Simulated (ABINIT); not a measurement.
# Ag (Fm-3m) in ABINIT: a series of runs

Aim: see how the results for Ag move with the level of theory and the settings. Levels: PBEsol, BLYP, LDA, BLYP+D3. Tasks: equation of state, band structure.

All numbers are computed with ABINIT 10.8.3 (patched build); they aren't measurements. Logs are shortened: lines on timing, memory, paths and dates and some standing lists are left out, and cuts for length are marked. The log counts tension as positive stress, the text compression.

## 1. Starting point

Symmetry: Fm-3m, No. 225, cubic system. The conventional cell has a = 4.085 Å, b = 4.085 Å, c = 4.085 Å, α = 90.00°, β = 90.00°, γ = 90.00°. Ag (site symmetry m-3m) is surrounded by 12 Ag at 2.89 Å.

## 2. Equation of state, PBEsol

Contents of run.abi:

```
# Datasets: one volume each
ndtset 7
getwfk -1
scalecart1 3*0.9795861087
scalecart2 3*0.9864848297
scalecart3 3*0.9932883884
scalecart4 3*1.0000000000
scalecart5 3*1.0066227096
scalecart6 3*1.0131594038
scalecart7 3*1.0196128224

# Pseudopotentials
pp_dirpath "./"
pseudos "Ag.GGA_PBE-JTH.xml"

# Structure
acell 3*1.0
rprim
     0.0000000000     3.8602380411     3.8602380411
     3.8602380411     0.0000000000     3.8602380411
     3.8602380411     3.8602380411     0.0000000000
ntypat 1
znucl 47
natom 1
typat 1
xred
     0.0000000000     0.0000000000     0.0000000000

# Plane-wave basis
ecut 12.0
pawecutdg 24.0

# k points
kptopt 1
ngkpt 11 11 11
nshiftk 1
shiftk 0.0 0.0 0.0

# Exchange and correlation
ixc -116133

# Bands and occupations
nband 10
occopt 3
tsmear 0.05 eV

# SCF cycle
nstep 100
tolvrs 1.0e-9

# Output
iomode 3
prtwf 1
prtden 0
prteig 0
prtebands 0
```

Potentials or basis: JTH PAW PBE v2.0.

On the command line:

```sh
$ abinit run.abi > log 2>&1
```

run.abo:

```text
.Version 10.8.3 of ABINIT
 DATASET    1 : space group Fm -3 m (#225); Bravais cF (face-center cubic)
================================================================================
 Values of the parameters that define the memory need for DATASET  1.
     intxc =       0    ionmov =       0      iscf =      17    lmnmax =      18
     lnmax =       6     mgfft =      18  mpssoang =       3    mqgrid =    3001
     natom =       1  nloc_mem =       2    nspden =       1   nspinor =       1
    nsppol =       1      nsym =      48    n1xccc =       1    ntypat =       1
    occopt =       3   xclevel =       2
       mpw =         222          nfft =        5832          nkpt =          56
 PAW method is used; the additional fine FFT grid is defined by:
   mgfftf=        24    nfftf =     13824
================================================================================
================================================================================
[... 71 lines left out ...]
 DATASET    7 : space group Fm -3 m (#225); Bravais cF (face-center cubic)
================================================================================
 Values of the parameters that define the memory need for DATASET  7.
     intxc =       0    ionmov =       0      iscf =      17    lmnmax =      18
     lnmax =       6     mgfft =      18  mpssoang =       3    mqgrid =    3001
     natom =       1  nloc_mem =       2    nspden =       1   nspinor =       1
    nsppol =       1      nsym =      48    n1xccc =       1    ntypat =       1
    occopt =       3   xclevel =       2
       mpw =         258          nfft =        5832          nkpt =          56
 PAW method is used; the additional fine FFT grid is defined by:
   mgfftf=        27    nfftf =     19683
================================================================================
================================================================================

--------------------------------------------------------------------------------
------------- Echo of variables that govern the present computation ------------
--------------------------------------------------------------------------------
 -outvars: echo values of preprocessed input variables --------
            acell      1.0000000000E+00  1.0000000000E+00  1.0000000000E+00 Bohr
              amu      1.07868200E+02
             ecut      1.20000000E+01 Hartree
           getwfk          -1
                       outvar_i_n : Printing only first  50 k-points.
              ixc     -116133
           jdtset        1    2    3    4    5    6    7
                       outvar_i_n : Printing only first  50 k-points.
         kptrlatt       11    0    0      0   11    0      0    0   11
          kptrlen1     5.88253320E+01
          kptrlen2     5.92396086E+01
          kptrlen3     5.96481705E+01
          kptrlen4     6.00512109E+01
          kptrlen5     6.04489126E+01
[... 41 lines left out ...]
                       3.9110364722E+00  3.9110364722E+00  0.0000000000E+00
            rprim7     0.0000000000E+00  3.9359482042E+00  3.9359482042E+00
                       3.9359482042E+00  0.0000000000E+00  3.9359482042E+00
                       3.9359482042E+00  3.9359482042E+00  0.0000000000E+00
          spgroup         225
           tolvrs      1.00000000E-09
           tsmear      1.83746611E-03 Hartree
            typat      1
           useylm           1
                       outvars : Printing only first  50 k-points.
            znucl       47.00000

================================================================================

 chkinp: Checking input parameters for consistency, jdtset=   1.

 chkinp: Checking input parameters for consistency, jdtset=   2.
[... 36 lines left out ...]
 getcut: wavevector=  0.0000  0.0000  0.0000  ngfft=  24  24  24
         ecut(hartree)=     24.000   => boxcut(ratio)=   2.03502

--- Pseudopotential description ------------------------------------------------
- pspini: atom type   1  psp file is ./Ag.GGA_PBE-JTH.xml
 Pseudopotential format is: paw10
 basis_size (lnmax)=  6 (lmn_size= 18), orbitals=   0   0   1   1   2   2
 Spheres core radius: rc_sph= 2.51516130
 Shapefunction is BESSEL type: shapef(r,l)=aa(1,l)*jl(q(1,l)*r)+aa(2,l)*jl(q(2,l)*r)
 Radius for shape functions =  2.20290272
 Compensation charge density is not taken into account in XC energy/potential

   4.44827459E+02                                ecore*ucvol(ha*bohr**3)
--------------------------------------------------------------------------------

[... 1146 lines left out ...]
-Cartesian components of stress tensor (GPa)         [Pressure= -8.2186E+00 GPa]
- sigma(1 1)=  8.21863835E+00  sigma(3 2)=  0.00000000E+00
- sigma(2 2)=  8.21863835E+00  sigma(3 1)=  0.00000000E+00
- sigma(3 3)=  8.21863835E+00  sigma(2 1)=  0.00000000E+00

== END DATASET(S) ==============================================================
================================================================================

 -outvars: echo values of variables after computation  --------
            acell      1.0000000000E+00  1.0000000000E+00  1.0000000000E+00 Bohr
           etotal1    -3.8232012341E+01
           etotal2    -3.8232285885E+01
           etotal3    -3.8232346917E+01
           etotal4    -3.8232221359E+01
           etotal5    -3.8231934479E+01
           etotal6    -3.8231512629E+01
           etotal7    -3.8230961171E+01
            fcart1    -0.0000000000E+00 -0.0000000000E+00 -0.0000000000E+00
            fcart2    -0.0000000000E+00 -0.0000000000E+00 -0.0000000000E+00
            fcart3    -0.0000000000E+00 -0.0000000000E+00 -0.0000000000E+00
            fcart4    -0.0000000000E+00 -0.0000000000E+00 -0.0000000000E+00
            fcart5    -0.0000000000E+00 -0.0000000000E+00 -0.0000000000E+00
            fcart6    -0.0000000000E+00 -0.0000000000E+00 -0.0000000000E+00
            fcart7    -0.0000000000E+00 -0.0000000000E+00 -0.0000000000E+00
            rprim1     0.0000000000E+00  3.7814355613E+00  3.7814355613E+00
                       3.7814355613E+00  0.0000000000E+00  3.7814355613E+00
                       3.7814355613E+00  3.7814355613E+00  0.0000000000E+00
[... 17 lines left out ...]
                       3.9359482042E+00  3.9359482042E+00  0.0000000000E+00
           strten1    -1.4869854008E-04 -1.4869854008E-04 -1.4869854008E-04
                       0.0000000000E+00  0.0000000000E+00  0.0000000000E+00
           strten2    -4.9070247802E-05 -4.9070247802E-05 -4.9070247802E-05
                       0.0000000000E+00  0.0000000000E+00  0.0000000000E+00
           strten3     3.7163713003E-05  3.7163713003E-05  3.7163713003E-05
                       0.0000000000E+00  0.0000000000E+00  0.0000000000E+00
           strten4     1.1226540459E-04  1.1226540459E-04  1.1226540459E-04
                       0.0000000000E+00  0.0000000000E+00  0.0000000000E+00
           strten5     1.7655100221E-04  1.7655100221E-04  1.7655100221E-04
                       0.0000000000E+00  0.0000000000E+00  0.0000000000E+00
           strten6     2.3113030897E-04  2.3113030897E-04  2.3113030897E-04
                       0.0000000000E+00  0.0000000000E+00  0.0000000000E+00
           strten7     2.7934583970E-04  2.7934583970E-04  2.7934583970E-04
                       0.0000000000E+00  0.0000000000E+00  0.0000000000E+00
 Calculation completed.
```

Wall time 32 s (1 thread of Arm Neoverse V1, shared host); peak memory 0.12 GiB.

What came out:

| Quantity | Value |
| --- | --- |
| Equilibrium volume | 16.64 Å³/atom |
| Bulk modulus | 118 GPa |
| Pressure derivative of the bulk modulus | 5.7 (rough: it moves with the points fitted) |

Energy against volume, from the lowest point:
```
volume (Å³/atom)  energy (meV/atom)
          16.025               9.10
          16.366               1.66
          16.707               0.00
          17.048               3.42
          17.389              11.22
          17.730              22.70
          18.071              37.71
```

Caveat: the cutoff is too short for stress, so the log's stress isn't used; pressures at fixed basis lie under the slope of the energies; the PAW data sets were made with another functional, which shifts forces and pressure a little.

## 3. Band structure, PBEsol

Contents of run.abi:

```
ndtset 2

pp_dirpath "./"
pseudos "Ag.GGA_PBE-JTH.xml"

acell 2.8888847545 2.8888847545 2.8888847545 Angstrom
rprim
     0.0000000000     0.7071067812     0.7071067812
     0.7071067812     0.0000000000     0.7071067812
     0.7071067812     0.7071067812     0.0000000000
ntypat 1
znucl 47
natom 1
typat 1
xred
     0.0000000000     0.0000000000     0.0000000000

ecut 462.593566 eV
pawecutdg 34.0

ixc -116133

occopt 3
tsmear 0.05 eV

nstep 100

iomode 3
prtwf 0
prteig 0
prtebands 0
prtden1 1
prtvha1 1
prtvclmb1 1
prtpot1 1

kptopt1 1
ngkpt1 11 11 11
nshiftk1 1
shiftk1 0.0 0.0 0.0
nband1 10
tolvrs1 1.0e-9

iscf2 -2
getden2 1
nband2 14
nbdbuf2 2
tolwfr2 1.0e-12
kptopt2 -9
ndivsm2 5
prteig2 1
kptbounds2
     0.0000000000     0.0000000000     0.0000000000
     0.5000000000     0.0000000000     0.5000000000
     0.5000000000     0.2500000000     0.7500000000
     0.3750000000     0.3750000000     0.7500000000
     0.0000000000     0.0000000000     0.0000000000
     0.5000000000     0.5000000000     0.5000000000
     0.6250000000     0.2500000000     0.6250000000
     0.5000000000     0.2500000000     0.7500000000
     0.5000000000     0.5000000000     0.5000000000
     0.3750000000     0.3750000000     0.7500000000
```

Potentials or basis: JTH PAW PBE v2.0.

On the command line:

```sh
$ abinit run.abi > log 2>&1
```

Wall time 16 s (1 thread of Arm Neoverse V1, shared host); peak memory 0.12 GiB.

Results (log left out):

```yaml
Free_energy: -1040.3638 eV
Pressure: -2.8 GPa
Band_gap_on_the_k_mesh: none (metal or under the smearing width)
Valence_electrons_inside_the_program's_atomic_spheres: Ag 9.81 (radii [1.331] Å)
```

Levels at the corners of the path, in eV from the Fermi level:
| point | band 3 | band 4 | band 5 | band 6 | band 7 | band 8 |
| --- | --- | --- | --- | --- | --- | --- |
| Γ | -4.99 | -4.99 | -3.94 | -3.94 | 16.44 | 19.85 |
| X | -3.17 | -2.94 | -2.94 | 1.34 | 6.49 | 10.53 |
| W | -5.27 | -3.94 | -2.93 | 5.71 | 5.71 | 6.78 |
| K | -4.27 | -3.72 | -3.22 | 4.05 | 5.03 | 6.90 |
| Γ | -4.99 | -4.99 | -3.94 | -3.94 | 16.44 | 19.85 |
| L | -5.01 | -3.14 | -3.14 | -0.67 | 3.36 | 15.54 |
| U | -4.27 | -3.72 | -3.22 | 4.05 | 5.03 | 6.90 |
| W | -5.27 | -3.94 | -2.93 | 5.71 | 5.71 | 6.78 |
| L | -5.01 | -3.14 | -3.14 | -0.67 | 3.36 | 15.54 |
| K | -4.27 | -3.72 | -3.22 | 4.05 | 5.03 | 6.90 |

Caveat: the PAW data sets were made with another functional, which shifts forces and pressure a little.

## 4. Equation of state, BLYP

Contents of run.abi:

```
# Datasets: one volume each
ndtset 7
getwfk -1
scalecart1 3*0.9795861087
scalecart2 3*0.9864848297
scalecart3 3*0.9932883884
scalecart4 3*1.0000000000
scalecart5 3*1.0066227096
scalecart6 3*1.0131594038
scalecart7 3*1.0196128224

# Pseudopotentials
pp_dirpath "./"
pseudos "Ag.GGA_PBE-JTH.xml"

# Structure
acell 3*1.0
rprim
     0.0000000000     3.8602380411     3.8602380411
     3.8602380411     0.0000000000     3.8602380411
     3.8602380411     3.8602380411     0.0000000000
ntypat 1
znucl 47
natom 1
typat 1
xred
     0.0000000000     0.0000000000     0.0000000000

# Plane-wave basis
ecut 462.593566 eV
pawecutdg 34.0

# k points
kptopt 1
ngkpt 11 11 11
nshiftk 1
shiftk 0.0 0.0 0.0

# Exchange and correlation
ixc -106131

# Bands and occupations
nband 10
occopt 3
tsmear 0.00183747

# SCF cycle
nstep 100
tolvrs 1.0e-9

# Output
iomode 3
prtwf 1
prtden 0
prteig 0
prtebands 0
enunit 1
```

On the command line:

```sh
$ abinit run.abi > log 2>&1
```

It took 40 s on 1 thread of Arm Neoverse V1, shared host; peak memory 0.13 GiB.

It converged, with:

```yaml
Equilibrium_volume: "19.35 Å³/atom (rough: see the caveat)"
Bulk_modulus: 65 GPa (rough)
```

Energy against volume, from the lowest point:
```csv
volume (Å³/atom),energy (meV/atom)
16.025,160.64
16.366,118.51
16.707,83.53
17.048,54.89
17.389,31.80
17.730,13.74
18.071,0.00
```

Caveat: pressures at fixed basis lie under the slope of the energies; the minimum lies outside the volumes run; the PAW data sets were made with another functional, which shifts forces and pressure a little.

## 5. Equation of state, LDA

run.abi: that of step 4 with these lines changed.

```diff
@@ -1,2 +1 @@
-# Datasets: one volume each
 ndtset 7
@@ -11,7 +10,5 @@
 
-# Pseudopotentials
 pp_dirpath "./"
-pseudos "Ag.GGA_PBE-JTH.xml"
+pseudos "Ag_sc.hgh"
 
-# Structure
 acell 3*1.0
@@ -28,7 +25,4 @@
 
-# Plane-wave basis
-ecut 462.593566 eV
-pawecutdg 34.0
+ecut 25.0
 
-# k points
 kptopt 1
@@ -38,15 +32,11 @@
 
-# Exchange and correlation
-ixc -106131
+ixc 7
 
-# Bands and occupations
 nband 10
 occopt 3
-tsmear 0.00183747
+tsmear 0.05 eV
 
-# SCF cycle
 nstep 100
-tolvrs 1.0e-9
+tolvrs 1.0e-10
 
-# Output
 iomode 3
```

Potentials or basis: HGH LDA semicore.

On the command line:

```sh
$ abinit run.abi > log 2>&1
```

Run time: 59 s. Hardware: 1 thread of Arm Neoverse V1, shared host; peak memory 0.09 GiB.

The run converged. Its results:

| Quantity | Value |
| --- | --- |
| Equilibrium volume | 16.25 Å³/atom (rough: see the caveat) |
| Bulk modulus | 232 GPa (rough) |

Energy against volume, from the lowest point:
```
volume (Å³/atom)  energy (meV/atom)
          16.025               1.19
          16.366               0.00
          16.707               5.94
          17.048              20.07
          17.389              41.46
          17.730              55.38
          18.071              78.70
```

Caveat: the cutoff is too short for stress, so the log's stress isn't used; pressures at fixed basis lie under the slope of the energies; the fit is doubtful: noisy points or a state that changes with volume; HGH potentials are hard and often keep d shells in the core, so these values are rough.

## 6. Equation of state, BLYP+D3

Contents of run.abi:

```
# Datasets: one volume each
ndtset 7
getwfk -1
scalecart1 3*0.9795861087
scalecart2 3*0.9864848297
scalecart3 3*0.9932883884
scalecart4 3*1.0000000000
scalecart5 3*1.0066227096
scalecart6 3*1.0131594038
scalecart7 3*1.0196128224

# Pseudopotentials
pp_dirpath "./"
pseudos "Ag.GGA_PBE-JTH.xml"

# Structure
acell 5.4592009917 5.4592009917 5.4592009917
rprim
     0.0000000000     0.7071067812     0.7071067812
     0.7071067812     0.0000000000     0.7071067812
     0.7071067812     0.7071067812     0.0000000000
ntypat 1
znucl 47
natom 1
typat 1
xred
     0.0000000000     0.0000000000     0.0000000000

# Plane-wave basis
ecut 17.0
pawecutdg 34.0

# k points
kptopt 1
ngkpt 11 11 11
nshiftk 1
shiftk 0.0 0.0 0.0

# Exchange and correlation
ixc -106131
vdw_xc 6

# Bands and occupations
nband 10
occopt 3
tsmear 0.05 eV

# SCF cycle
nstep 100
tolvrs 1.0e-9

# Output
iomode 3
prtwf 1
prtden 0
prteig 0
prtebands 0
```

Potentials or basis: JTH PAW PBE v2.0.

On the command line:

```sh
$ abinit run.abi > log 2>&1
```

Wall time 41 s (1 thread of Arm Neoverse V1, shared host); peak memory 0.13 GiB.

Results (log left out):

```
Equilibrium volume                      : 17.34 Å³/atom
Bulk modulus                            : 83 GPa
Pressure derivative of the bulk modulus : 7.1
```

Energy against volume, from the lowest point:
| volume (Å³/atom) | energy (meV/atom) |
| --- | --- |
| 16.025 | 31.53 |
| 16.366 | 16.32 |
| 16.707 | 6.49 |
| 17.048 | 1.29 |
| 17.389 | 0.00 |
| 17.730 | 2.16 |
| 18.071 | 7.13 |

Caveat: pressures at fixed basis lie under the slope of the energies; the PAW data sets were made with another functional, which shifts forces and pressure a little. Zero-point motion and thermal expansion aren't in these numbers.

## 7. The runs side by side

| task | level | cutoff (eV) | fine-grid cutoff | V0 of scaled cells (Å³/atom) | B0 (GPa) |
| --- | --- | --- | --- | --- | --- |
| equation of state | PBEsol | 327 | 653.073 eV | 16.64 | 118 |
| band structure | PBEsol | 463 | 925.187 eV | - | - |
| equation of state | BLYP | 463 | 925.187 eV | - | - |
| equation of state | BLYP+D3 | 463 | 925.187 eV | 17.34 | 83 |

Alike in all rows: potentials or basis JTH PAW PBE v2.0; no spin polarisation; cell as given; k mesh 11 × 11 × 11; smearing fermi-dirac 0.05 eV.

Caveats: the PAW data sets were made with another functional, which shifts forces and pressure a little; pressures at fixed basis lie under the slope of the energies (some runs); the minimum lies outside the volumes run (some runs).

Total energies depend on the potentials used, so only differences within one code and one set of settings carry meaning.
